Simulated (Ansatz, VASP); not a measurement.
**Ti in VASP and in Ansatz**

```
Ti
1.0
     0.00000    2.03000    2.03000
     2.03000    0.00000    2.03000
     2.03000    2.03000    0.00000
Ti
1
Direct
  0.00000 0.00000 0.00000
```

Alike in both runs: task electric field gradients; functional r2SCAN; k mesh 15 × 15 × 15; occupations fermi-dirac, width 0.05 eV; no spin polarisation.

|  | VASP | Ansatz |
| --- | --- | --- |
| version | VASP 6.6.1 | Ansatz 0.2.0 |
| potentials or method | VASP PAW PBE potentials, release 64 (Ti_sv) | PAW with Ansatz's default frozen-core files, scalar-relativistic |
| plane-wave cutoff (eV) | 520 | 500 |
| valence electrons in the cell | 12 | 12 |

Ansatz gave:

```
pressure (GPa)                                                 : 4.4
Vzz of the field gradient on the site that differs most (V/Å²) : 0.0
```

Estimate VASP's values.

pressure (GPa): 4.8; Vzz of the field gradient on the site that differs most (V/Å²): 0.0.

Caveats: the PAW data sets were made with another functional, which shifts forces and pressure a little (VASP).
